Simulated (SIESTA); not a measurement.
ZnS:

```
CELL_PARAMETERS angstrom
0.00000 2.70200 2.70200
2.70200 0.00000 2.70200
2.70200 2.70200 0.00000
ATOMIC_POSITIONS crystal
Zn 0.75000 0.75000 0.75000
S 0.00000 0.00000 0.00000
```

Base run:

* Program: SIESTA 5.4.2
* Functional: vdW-DF-C09
* Potentials or basis: PseudoDojo 0.4 standard (PBE files)
* Basis: DZP (energy shift 0.002 Ry)
* Grid cutoff: 800 Ry
* Energy shift: 0.002 Ry
* k mesh: 9 × 9 × 9
* Occupations: fermi-dirac, width 0.05 eV
* Spin: no spin polarisation

Its results: band gap on the k mesh 2.60 eV, direct; pressure 0.8 GPa.

**Question.** After a change of settings the same cell gave: band gap on the k mesh 2.80 eV, direct; pressure 8.8 GPa. Which change was it?
A. functional from vdW-DF-C09 to OLYP
B. functional from vdW-DF-C09 to PBE; k mesh from 9 × 9 × 9 to 7 × 7 × 7
C. functional from vdW-DF-C09 to RGE2
D. functional from vdW-DF-C09 to vdW-DF2

**Answer.** D.

Caveats: semicore shells carry a single zeta, which can move pressures by several GPa and volumes by a few percent; the valence orbitals were made in a potential fitted to the semicore shell under them, which widens gaps by tenths of an eV or more; the potentials were made for another functional, which shifts forces and pressure; the basis of atomic orbitals isn't converged, which shifts pressures, moduli and gaps.

Not every run made on this cell is shown here.
